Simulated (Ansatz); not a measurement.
Which YAML input does this script hand to the engine? (the Python package of Ansatz (0.2.0))

Interactive session:
```pycon
>>> import ansatz as az
>>> from ase import Atoms
>>> from ase.io import write
>>> import matplotlib.pyplot as plt
>>> import numpy as np
>>> def edges_and_angles(cell):
...     cell = np.asarray(cell)
...     a, b, c = np.linalg.norm(cell, axis=1)
...     cosines = cell[1] @ cell[2] / (b * c), cell[0] @ cell[2] / (a * c), cell[0] @ cell[1] / (a * b)
...     return (a, b, c, *np.degrees(np.arccos(cosines)))
...
>>> iro2 = (
...     az.Lattice.from_parameters(4.5051, 4.5051, 3.1586, alpha=90, beta=90, gamma=90)
...     .space_group(136, hermann_mauguin="P42/mnm")
...     .atom("Ir", (0.0, 0.0, 0.0))
...     .atom("O", (0.3077, 0.3077, 0.0))
... )
>>> model = (
...     iro2.calculation()
...     .functional("lda")
...     .occupations("cold", width=0.1)
...     .pseudopotentials("paw")
...     .kpoints(spacing=0.29)
...     .scf(tolerance=1e-09)
...     .relax(force_tolerance=0.03, max_steps=40, pressure=2)
...     .band_table()
... )
>>> steps = []
>>> def follow(event):
...     if event["event"] != "relax_step":
...         return
...     row = event["data"]
...     steps.append(row)
...     print(f"step {row['step']:3d}  E = {row['lagrangian_ev']:.5f} eV  largest force component = {row['allowed_force_max_ev_ang']:.4f} eV/A  P = {row['pressure_gpa']:.3f} GPa")
...
>>> done = model.session().plan(threads=1).execute(on_event=follow)
DeckWarning: basis.ecutwfc = 420 eV, auto-derived from the records' recommended cutoffs: set by Ir (normal level)
DeckWarning: relax.cell: scf.convergence.dr2_threshold = 1e-9 eV is looser than the 6e-10 eV advised for a relaxation that steers and ends on the stress (1e-10 eV for each atom of the cell: 6). What [...]
step   1  E = -25543.08824 eV  largest force component = 0.1212 eV/A  P = -11.343 GPa
step   2  E = -25543.19111 eV  largest force component = 0.0192 eV/A  P = 2.352 GPa
step   3  E = -25543.19166 eV  largest force component = 0.0053 eV/A  P = 1.977 GPa
step   4  E = -25543.19165 eV  largest force component = 0.0008 eV/A  P = 1.994 GPa
step   5  E = -25543.17715 eV  largest force component = 0.0012 eV/A  P = 1.597 GPa
step   6  E = -25543.17681 eV  largest force component = 0.0000 eV/A  P = 2.000 GPa
step   7  E = -25543.17636 eV  largest force component = 0.0000 eV/A  P = 1.993 GPa
>>> report = done.report
>>> report["n_kpoints"], report["n_symmetry_ops"], report["n_pw"]
(24, 16, 1195)
>>> first, last = steps[0], steps[-1]
>>> symbols = [site.symbol for site in done.lattice.sites]
>>> print(f"energy gained {first['lagrangian_ev'] - last['lagrangian_ev']:.4f} eV in {len(steps) - 1} steps")
energy gained 0.0881 eV in 6 steps
>>> for label, vectors in (("before", first["cell_ang"]), ("after", done.lattice.cell_ang)):
...     print(label, "a b c (A) {:.4f} {:.4f} {:.4f}  angles {:.2f} {:.2f} {:.2f}".format(*edges_and_angles(vectors)), f" V = {abs(np.linalg.det(vectors)):.3f} A^3")
...
before a b c (A) 4.5051 4.5051 3.1586  angles 90.00 90.00 90.00  V = 64.107 A^3
after a b c (A) 4.4239 4.4239 3.1310  angles 90.00 90.00 90.00  V = 61.278 A^3
>>> print("final stress xx yy zz (GPa, compression positive):", np.round(np.diag(report["stress_gpa"]), 3) + 0.0)
final stress xx yy zz (GPa, compression positive): [1.987 1.987 2.004]
>>> relaxed = Atoms(symbols, positions=[site.position_ang for site in done.lattice.sites], cell=done.lattice.cell_ang, pbc=True)
>>> write("relaxed.extxyz", relaxed, format="extxyz")
>>> change = np.array(last["positions_ang"]) @ np.linalg.inv(last["cell_ang"]) - np.array(first["positions_ang"]) @ np.linalg.inv(first["cell_ang"])
>>> moved = np.linalg.norm(change @ np.array(last["cell_ang"]), axis=1)
>>> print("displacement within the cell, strain taken out (A):", " ".join(f"{s}:{d:.3f}" for s, d in zip(symbols, moved)))
displacement within the cell, strain taken out (A): Ir:0.000 Ir:0.000 O:0.008 O:0.008 O:0.008 O:0.008
>>> fig, (top, bottom) = plt.subplots(2, 1, sharex=True, figsize=(4.5, 4))
>>> top.plot([s["lagrangian_ev"] - last["lagrangian_ev"] for s in steps], "o-")
[<matplotlib.lines.Line2D object at 0x...>]
>>> top.set_ylabel("E - E(final) (eV)")
Text(0, 0.5, 'E - E(final) (eV)')
>>> bottom.semilogy([max(s["allowed_force_max_ev_ang"], 1e-6) for s in steps], "s-")
[<matplotlib.lines.Line2D object at 0x...>]
>>> bottom.set(xlabel="step", ylabel="largest force (eV/A)")
[Text(0.5, 0, 'step'), Text(0, 0.5, 'largest force (eV/A)')]
>>> fig.tight_layout()
>>> fig.savefig("relax.png", dpi=100)
>>> print("relaxed fractional positions")
relaxed fractional positions
>>> for site in done.lattice.sites:
...     print(f"  {site.symbol:2s}", " ".join(f"{v % 1:8.5f}" for v in np.round(site.position_frac, 5)))
...
  Ir  0.00000  0.00000  0.00000
  Ir  0.50000  0.50000  0.50000
  O   0.30895  0.30895  0.00000
  O   0.19105  0.80895  0.50000
  O   0.69105  0.69105  0.00000
  O   0.80895  0.19105  0.50000
>>> n_atoms = len(report["lattice"]["sites"])
>>> print("F =", round(report["free_energy_ev"], 4), "eV for", n_atoms, "atoms")
F = -25543.1764 eV for 6 atoms
>>> print("E(sigma -> 0) =", round(report["energy_sigma0_ev"], 4), "eV, TS =", round(report["entropy_ts_ev"], 5), "eV")
E(sigma -> 0) = -25543.1724 eV, TS = 0.01198 eV
>>> print("closed by", report["closed_by"], "after", report["n_iterations"], "iterations")
closed by deck_thresholds after 3 iterations
>>> edges = report.get("band_edges_ev")
>>> if edges:
...     print(f"band edges on the mesh: {edges[0]:.3f} and {edges[1]:.3f} eV, gap {edges[1] - edges[0]:.3f} eV")
... else:
...     print("no band edges reported (a metal, or a gap too narrow for this smearing); Fermi level", round(report["fermi_energy_ev"], 3), "eV")
...
no band edges reported (a metal, or a gap too narrow for this smearing); Fermi level 15.19 eV
```

`input.yaml`:
```yaml
crystal:
  lattice:
    a: 4.5051
    b: 4.5051
    c: 3.1586
    alpha: 90.0
    beta: 90.0
    gamma: 90.0
  space_group: 136
  setting:
    hermann_mauguin: P42/mnm
  atoms:
    - { symbol: Ir, position: [0.0, 0.0, 0.0] }
    - { symbol: O, position: [0.3077, 0.3077, 0.0] }
kpoints:
  mp_grid:
    kspacing: 0.29
hamiltonian:
  xc: lda
  pseudopotentials:
    kind: paw
scf:
  convergence:
    dr2_threshold: 1.0e-09
  occupations:
    method: cold
    width: 0.1
relax:
  f_tol: 0.03
  max_steps: 40
  cell:
    p_target: 2.0
output:
  eigenvalues: true
```

Total energies depend on the potentials; only differences at equal settings carry meaning. A total without «per atom» is that of the cell as typed. The run is spin-unpolarised. Part of the cell is held or a pressure is applied, so the end point needn't be the zero-pressure lattice. At a fixed pressure a relaxation lowers the enthalpy F + PV, while F alone can rise. For a metal this k-point mesh is coarse: on a finer one energies can move by several to tens of meV an atom and pressures by half a GPa or more, differences at one mesh by less. Only differences from the Fermi energy are physical; the zero of the scale is a convention. Energies along a relaxation are free energies. Rows at an unchanged volume are solved on a plane-wave basis chosen afresh for that cell, so the energy jumps there and such rows are no steps of the walk. Symmetry holds the cell in this phase, whether or not it is the stable one at this pressure. The structure is a deposited one; some such entries were measured under pressure or heat, so a shift against it needn't be the functional's error alone. Levels are Kohn-Sham eigenvalues on this mesh, without spin-orbit coupling. Warnings are shown shortened and without file and line. It ran for 15 s on 1 thread of Intel(R) Xeon(R) Processor @ 2.30GHz, with other jobs on the host, peak memory 0.62 GiB.
